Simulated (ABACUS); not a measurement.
**ZrS2 under changes of volume**

One of the cells (23.763 Å³/atom); the others are scaled copies at fixed shape and fractional positions:

```
CELL_PARAMETERS angstrom
3.69138 0.00000 0.00000
-1.84569 3.19683 0.00000
0.00000 0.00000 6.04108
ATOMIC_POSITIONS crystal
Zr 0.00000 0.00000 0.00000
S 0.33333 0.66667 0.23791
S 0.66667 0.33333 0.76209
```

The cell is a database's computed one.

- Program: ABACUS 3.10.1
- Functional: PBEsol
- Potentials or basis: PseudoDojo NC SR 0.4.1 PBEsol standard
- Cutoff: 898 eV
- Density cutoff: 3592 eV
- Basis: plane waves
- k mesh: 8 × 8 × 5
- Occupations: fermi-dirac, width 0.05 eV
- Spin: no spin polarisation

```tsv
volume (Å³/atom)	energy over the lowest point (meV/atom)	pressure (GPa)	gap on the mesh (eV)	largest force (eV/Å)
22.337	7.63	3.4	0.94	0.612
22.813	0.75	1.2	0.95	0.341
23.288	0.00	-0.7	0.97	0.091
23.763	?	?	?	?
24.238	14.50	-4.1	0.99	0.359
24.714	28.71	-5.5	1.00	0.559
25.189	46.96	-6.8	1.01	0.747
```

Q: What does the run at 23.763 Å³/atom give?

A: Energy over the lowest point 4.76 meV/atom; pressure -2.5 GPa; gap on the mesh 0.98 eV; largest force 0.142 eV/Å.

Worked out: A Birch-Murnaghan fit of order 3 (a polynomial in V^(-2/3)) to the other rows has its minimum at 23.11 Å³/atom with B0 = V·E''(V) = 94 GPa and B' = 4.1 at fixed shape and positions, which overstates the stiffness. It gives 4.77 meV/atom at 23.763 Å³/atom, against the run's 4.76, and -dE/dV = -2.5 GPa, against -2.5. A straight line through the other rows of the gap, of slope 0.589 eV per unit of ln V, gives 0.98 eV, against the run's 0.98.

Energies are extrapolated to zero smearing.

Caveats: an odd mesh through Γ misses points on the zone boundary, where band edges often lie; this functional lacks dispersion, which binds the layers, so the pressure and a relaxed spacing across them are unreliable. Spin-orbit coupling on Zr is left out.
